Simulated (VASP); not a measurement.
# BN (P6_3/mmc) in VASP: relaxation of cell and atoms with LDA

Aim: the relaxation of cell and atoms of BN with LDA.

Program: VASP 6.6.1. These are calculated values, not measurements. Logs are shortened: lines on timing, memory, paths and dates and some standing lists are left out, and cuts for length are marked.

## Step 1: Starting point

Symmetry: P6_3/mmc, No. 194, hexagonal system. The conventional cell has a = 2.490 Å, b = 2.490 Å, c = 6.600 Å, α = 90.00°, β = 90.00°, γ = 120.00°. B (site symmetry -6m2) has 3 N at 1.44 Å as nearest neighbours. N (site symmetry -6m2) has 3 B at 1.44 Å as nearest neighbours.

The cell was built by a generator and needn't be a form met in nature.

## Step 2: Relaxation of cell and atoms, LDA

Input file INCAR:

```
SYSTEM = BN
PREC = Accurate
ENCUT = 600
EDIFF = 1E-6
ISMEAR = 0
SIGMA = 0.02
LREAL = .FALSE.
LASPH = .TRUE.
NELM = 60
ALGO = Fast
ISIF = 3
LWAVE = .FALSE.
LCHARG = .FALSE.
GGA = CA
IBRION = 2
NSW = 40
EDIFFG = -0.005
KPAR = 4
```

Input file KPOINTS:

```
Automatic mesh
0
G
  12 12 4
  0 0 0
```

Input file POSCAR:

```
BN
1.0
    2.4900000000      0.0000000000      0.0000000000
   -1.2450000000      2.1564032554      0.0000000000
    0.0000000000      0.0000000000      6.6000000000
B N
2 2
Direct
    0.3333333333      0.6666666667      0.2500000000
    0.6666666667      0.3333333333      0.7500000000
    0.6666666667      0.3333333333      0.2500000000
    0.3333333333      0.6666666667      0.7500000000
```

Potentials or basis: VASP PAW LDA potentials, release 64 (B, N).

Launch:

```sh
$ cat potpaw_LDA.64/B/POTCAR potpaw_LDA.64/N/POTCAR > POTCAR
$ mpirun -np 4 vasp_std > vasp.out
```

OUTCAR:

```text
SYSTEM = BN
   PREC = Accurate
   ENCUT = 600
   EDIFF = 1E-6
   ISMEAR = 0
   LREAL = .FALSE.
   LASPH = .TRUE.
   NELM = 60
   ISIF = 3
   GGA = CA
   IBRION = 2
   NSW = 40
   EDIFFG = -0.005

 ion  position               nearest neighbor table
   1  0.333  0.667  0.250-   3 1.44   3 1.44   3 1.44
   2  0.667  0.333  0.750-   4 1.44   4 1.44   4 1.44
   3  0.667  0.333  0.250-   1 1.44   1 1.44   1 1.44
   4  0.333  0.667  0.750-   2 1.44   2 1.44   2 1.44

  LATTYP: Found a hexagonal cell.
 ALAT       =     2.4900000000
 C/A-ratio  =     2.6506024096

  Lattice vectors:

 A1 = (   2.4900000000,   0.0000000000,   0.0000000000)
 A2 = (  -1.2450000000,   2.1564032554,   0.0000000000)
 A3 = (   0.0000000000,   0.0000000000,   6.6000000000)

Analysis of symmetry for initial positions (statically):
=====================================================================
 Subroutine PRICEL returns:
 Original cell was already a primitive cell.

 Routine SETGRP: Setting up the symmetry group for a
 hexagonal supercell.

 Subroutine GETGRP returns: Found 24 space group operations
 (whereof 12 operations were pure point group operations)
 out of a pool of 24 trial point group operations.

The static configuration has the point symmetry D_3d.
 The point group associated with its full space group is D_6h.

Analysis of symmetry for dynamics (positions and initial velocities):
=====================================================================
 Subroutine PRICEL returns:
 Original cell was already a primitive cell.

 Routine SETGRP: Setting up the symmetry group for a
 hexagonal supercell.

 Subroutine GETGRP returns: Found 24 space group operations
 (whereof 12 operations were pure point group operations)
 out of a pool of 24 trial point group operations.

The dynamic configuration has the point symmetry D_3d.
 The point group associated with its full space group is D_6h.

 Subroutine INISYM returns: Found 24 space group operations
 (whereof 12 operations are pure point group operations),
 and found     1 'primitive' translations

----------------------------------------------------------------------------------------

                                     Primitive cell

  volume of cell :      35.4383

  direct lattice vectors                    reciprocal lattice vectors
     2.490000000  0.000000000  0.000000000     0.401606426  0.231867578  0.000000000
    -1.245000000  2.156403255  0.000000000     0.000000000  0.463735156  0.000000000
     0.000000000  0.000000000  6.600000000     0.000000000  0.000000000  0.151515152

  length of vectors
     2.490000000  2.490000000  6.600000000     0.463735156  0.463735156  0.151515152

  position of ions in fractional coordinates (direct lattice)
     0.333333333  0.666666667  0.250000000
     0.666666667  0.333333333  0.750000000
     0.666666667  0.333333333  0.250000000
     0.333333333  0.666666667  0.750000000

  ion indices of the primitive-cell ions
   primitive index   ion index
                 1           1
                 2           2
                 3           3
                 4           4

----------------------------------------------------------------------------------------

 KPOINTS: Automatic mesh

Automatic generation of k-mesh.
 Grid dimensions read from file:
 generate k-points for:   12   12    4

 Generating k-lattice:

  Cartesian coordinates                     Fractional coordinates (reciprocal lattice)
     0.033467202  0.019322298  0.000000000     0.083333333  0.000000000  0.000000000
     0.000000000  0.038644596  0.000000000     0.000000000  0.083333333  0.000000000
     0.000000000  0.000000000  0.037878788     0.000000000  0.000000000  0.250000000

  Length of vectors
     0.038644596  0.038644596  0.037878788

  Shift w.r.t. Gamma in fractional coordinates (k-lattice)
     0.000000000  0.000000000  0.000000000

 Subroutine IBZKPT returns following result:
 ===========================================

 Found     57 irreducible k-points:

 Following reciprocal coordinates:
            Coordinates               Weight
  0.000000  0.000000  0.000000      1.000000
  0.083333  0.000000  0.000000      6.000000
  0.166667 -0.000000  0.000000      6.000000
  0.250000 -0.000000  0.000000      6.000000
  0.333333  0.000000  0.000000      6.000000
  0.416667 -0.000000  0.000000      6.000000
[... 16 lines left out ...]
  0.250000 -0.000000  0.250000     12.000000
  0.333333  0.000000  0.250000     12.000000
 [... further k-points ...]
   k-points           NKPTS =     57   k-points in BZ     NKDIM =     57   number of bands    NBANDS=     12
   number of dos      NEDOS =    301   number of ions     NIONS =      4
   total plane-waves  NPLWV =  21600
   dimension x,y,z NGX =    20 NGY =   20 NGZ =   54
   dimension x,y,z NGXF=    40 NGYF=   40 NGZF=  108
   ions per type =               2   2
   NGX,Y,Z   is equivalent  to a cutoff of  13.35, 13.35, 13.60 a.u.
   NGXF,Y,Z  is equivalent  to a cutoff of  26.71, 26.71, 27.20 a.u.
 SYSTEM =  BN
   PREC   = accura    normal or accurate (medium, high low for compatibility)
   ISTART =      0    job   : 0-new  1-cont  2-samecut
   ICHARG =      2    charge: 1-file 2-atom 10-const
   ISPIN  =      1    spin polarized calculation?
   LNONCOLLINEAR =      F non collinear calculations
   LSORBIT =      F    spin-orbit coupling
   LASPH  =      T    aspherical Exc in radial PAW
   ENCUT  =  600.0 eV  44.10 Ry    6.64 a.u.   4.97  4.97 13.18*2*pi/ulx,y,z
   NELM   =     60;   NELMIN=  2; NELMDL= -5     # of ELM steps
   EDIFF  = 0.1E-05   stopping-criterion for ELM
   LREAL  =      F    real-space projection
   EDIFFG = -.5E-02   stopping-criterion for IOM
   NSW    =     40    number of steps for IOM
   IBRION =      2    ionic relax: 0-MD 1-quasi-New 2-CG
   NFREE  =      1    steps in history (QN), initial steepest desc. (CG)
   ISIF   =      3    stress and relaxation
   ISYM   =      2    0-nonsym 1-usesym 2-fastsym
   POTIM  = 0.5000    time-step for ionic-motion
   TEBEG  =    0.0;   TEEND  =   0.0 temperature during run
   PSTRESS=    0.0 pullay stress
   NELECT =      16.0000    total number of electrons
   NUPDOWN=      -1.0000    fix difference up-down
   EMIN   =  10.00;   EMAX   =-10.00  energy-range for DOS
   EFERMI =   0.00;   METHOD = LEGACY
   ISMEAR =     0;   SIGMA  =   0.02  broadening in eV -4-tet -1-fermi 0-gaus
   EFERMI_NEDOS =   21; number of points for ismear=-14 and -15
   IALGO  =     68    algorithm
   IMIX   =      4    mixing-type and parameters
     AMIX     =   0.40;   BMIX     =  1.00
     AMIX_MAG =   1.60;   BMIX_MAG =  1.00
  volume/ion in A,a.u.               =       8.86        59.79
  Fermi-wavevector in a.u.,A,eV,Ry     =   1.255906  2.373318 21.460461  1.577299
  Thomas-Fermi vector in A             =   2.389640
   LORBIT       =      0    0 simple, 1 ext, 2 COOP (PROOUT), +10 PAW based schemes
   GGA     = CA    functional components
   LHFCALC =     F    Hartree Fock is set to
   AEXX    =    0.0000 exact exchange contribution
   IVDW    =     0    specifies the selected vdW correction
   LEPSILON=     F    determine dielectric tensor
   LRPA    =     F    only Hartree local field effects (RPA)
 conjugate gradient relaxation of ions
 non-spin polarized calculation
 RMM-DIIS sequential band-by-band and
 Gauss-broadening in eV      SIGMA  =   0.02
  energy-cutoff  :      600.00
  volume of cell :       35.44
 maximum number of plane-waves:      1212
 NGX is ok and might be reduce to    20
   NGX =  9   NGY =  9   NGZ = 27

--------------------------------------- Ionic step        1  -------------------------------------------

 number of electron      16.0000002 magnetization

 Free energy of the ion-electron system (eV)
  ---------------------------------------------------
  ext. energy  EPLUGINS =         0.00000000
  ---------------------------------------------------
  free energy    TOTEN  =       -38.58460932 eV

  energy without entropy =      -38.58460932  energy(sigma->0) =      -38.58460932

------------------------ aborting loop because EDIFF is reached ----------------------------------------

  FORCE on cell =-STRESS in cart. coord.  units (eV):
  Direction    XX          YY          ZZ          XY          YZ          ZX
  --------------------------------------------------------------------------------------
  -------------------------------------------------------------------------------------
  Total        0.0093392      0.0093392     -0.1464368     -0.0000000      0.0000000      0.0000000
  in kB        0.4222295      0.4222295     -6.6204516     -0.0000000      0.0000000      0.0000000
  external PRESSURE =      -1.9253308 kB  Pullay stress =       0.0000000 kB
[... 95 lines left out ...]
  FREE ENERGIE OF THE ION-ELECTRON SYSTEM (eV)
  ---------------------------------------------------
  free  energy   TOTEN  =       -38.5854791155 eV

  energy  without entropy=      -38.5854791155  energy(sigma->0) =      -38.58547912

[... ionic steps 4 to 14 ...]

--------------------------------------- Ionic step       15  -------------------------------------------

 number of electron      16.0000000 magnetization

------------------------ aborting loop because EDIFF is reached ----------------------------------------

  FORCE on cell =-STRESS in cart. coord.  units (eV):
  Direction    XX          YY          ZZ          XY          YZ          ZX
  --------------------------------------------------------------------------------------
  -------------------------------------------------------------------------------------
  Total        0.0295894      0.0295894      0.0053557      0.0000000     -0.0000000      0.0000000
  in kB        1.3727361      1.3727361      0.2484681      0.0000000     -0.0000000      0.0000000
  external PRESSURE =       0.9979801 kB  Pullay stress =       0.0000000 kB
[... 61 lines left out ...]
  energy  without entropy=      -38.5865704301  energy(sigma->0) =      -38.58657043

--------------------------------------- Ionic step       17  -------------------------------------------

 number of electron      16.0000000 magnetization

 Free energy of the ion-electron system (eV)
  ---------------------------------------------------
  ext. energy  EPLUGINS =         0.00000000
  ---------------------------------------------------
  free energy    TOTEN  =       -38.58657375 eV

  energy without entropy =      -38.58657375  energy(sigma->0) =      -38.58657375

 E-fermi :   2.6176     XC(G=0): -10.7531

 val. band max:        2.5146027541   @ k =   0.3333   0.2500   0.0000
 cond. band min:       6.5411086288   @ k =   0.5000  -0.0000   0.0000
 fundamental gap:      4.0265058746
 Fermi energy:         2.6176229536

 k-point     1 :       0.0000    0.0000    0.0000
  band No.  band energies     occupation
      1     -15.2420      2.00000
      2     -14.8466      2.00000
      3      -4.0768      2.00000
      4      -1.5241      2.00000
      5       1.1613      2.00000
      6       1.1613      2.00000
      7       1.2115      2.00000
      8       1.2115      2.00000
      9       7.6515      0.00000
     10      12.9730      0.00000
     11      14.0374      0.00000
     12      14.0374      0.00000
[... 331 lines left out ...]
 k-point    24 :       0.3333    0.0000    0.2500
  band No.  band energies     occupation
      1     -13.1693      2.00000
      2     -12.9673      2.00000
      3      -4.4005      2.00000
      4      -4.3199      2.00000
      5      -1.1294      2.00000
      6      -1.0712      2.00000
      7      -0.9213      2.00000
      8       0.5468      2.00000
      9       9.1960      0.00000
     10       9.9335      0.00000
     11      11.4980      0.00000
     12      12.8429      0.00000

 [... further k-points ...]

------------------------ aborting loop because EDIFF is reached ----------------------------------------

  FORCE on cell =-STRESS in cart. coord.  units (eV):
  Direction    XX          YY          ZZ          XY          YZ          ZX
  --------------------------------------------------------------------------------------
  -------------------------------------------------------------------------------------
  Total        0.0057337      0.0057337      0.0015058     -0.0000000     -0.0000000      0.0000000
  in kB        0.2658846      0.2658846      0.0698267     -0.0000000     -0.0000000      0.0000000
  external PRESSURE =       0.2005320 kB  Pullay stress =       0.0000000 kB
[... 19 lines left out ...]
  FREE ENERGIE OF THE ION-ELECTRON SYSTEM (eV)
  ---------------------------------------------------
  free  energy   TOTEN  =       -38.5865737513 eV

  energy  without entropy=      -38.5865737513  energy(sigma->0) =      -38.58657375

 reached required accuracy - stopping structural energy minimisation
```

Wall time 24 s (4 MPI ranks of Intel Xeon 6975P-C (Granite Rapids), shared host); peak memory 0.15 GiB.

What came out:

* Free energy: -38.5866 eV
* Relaxed volume: 8.64 Å³/atom
* Relaxed cell: a = 2.490 Å, b = 2.490 Å, c = 6.434 Å, α = 90.00°, β = 90.00°, γ = 120.00°
* Space group after relaxing (to 0.05 Å): P6_3/mmc (No. 194)
* Energy gained by relaxing: 0.5 meV/atom
* Ionic steps: 17
* Pressure after relaxing: 0.0 GPa
* Band gap on the k mesh: 4.03 eV, indirect (least direct gap 4.43 eV)

The path:
```
step  energy change (eV)  largest force (eV/Å)  pressure (GPa)  volume (Å³)
   1              0.0000                0.0000           -0.19        35.44
   2             -0.0002                0.0000           -0.26        35.38
   3             -0.0009                0.0000           -0.44        35.22
   4             -0.0015                0.0000           -0.88        34.89
   5             -0.0016                0.0000           -0.76        34.86
   6             -0.0018                0.0000           -0.37        34.75
   7             -0.0019                0.0000            0.30        34.55
   8             -0.0019                0.0000            0.05        34.61
   9             -0.0019                0.0000            0.10        34.60
  10             -0.0019                0.0000            0.10        34.59
  11             -0.0020                0.0000            0.10        34.56
  12             -0.0020                0.0000            0.08        34.54
  13             -0.0020                0.0000            0.09        34.52
  14             -0.0020                0.0000            0.10        34.53
  15             -0.0020                0.0000            0.10        34.53
  16             -0.0020                0.0000            0.09        34.54
  17             -0.0020                0.0000            0.02        34.55
```

Final structure:
```cif
data_structure
_symmetry_space_group_name_H-M 'P 1'
_symmetry_Int_Tables_number 1
_cell_length_a 2.4901
_cell_length_b 2.4901
_cell_length_c 6.4340
_cell_angle_alpha 90.000
_cell_angle_beta 90.000
_cell_angle_gamma 120.000
_cell_volume 34.55
loop_
_atom_site_label
_atom_site_type_symbol
_atom_site_fract_x
_atom_site_fract_y
_atom_site_fract_z
_atom_site_occupancy
B1 B 0.33333 0.66667 0.25000 1
B2 B 0.66667 0.33333 0.75000 1
N1 N 0.66667 0.33333 0.25000 1
N2 N 0.33333 0.66667 0.75000 1
```

Levels at points of the mesh, in eV from the valence-band top:
| k point | band 4 | band 5 | band 6 | band 7 | band 8 | band 9 | band 10 | band 11 | band 12 |
| --- | --- | --- | --- | --- | --- | --- | --- | --- | --- |
| (0.00, 0.00, 0.00) | -4.04 | -1.35 | -1.35 | -1.30 | -1.30 | 5.14 | 10.46 | 11.52 | 11.52 |
| (0.50, 0.00, 0.00) | -8.89 | -4.22 | -4.13 | -1.63 | -0.40 | 4.03 | 5.68 | 9.63 | 10.06 |
| (0.00, 0.00, 0.50) | -5.47 | -1.33 | -1.33 | -1.33 | -1.33 | 7.75 | 7.75 | 11.60 | 11.60 |
| (0.50, 0.00, 0.50) | -8.94 | -4.18 | -4.18 | -0.99 | -0.99 | 4.55 | 4.55 | 10.07 | 10.07 |
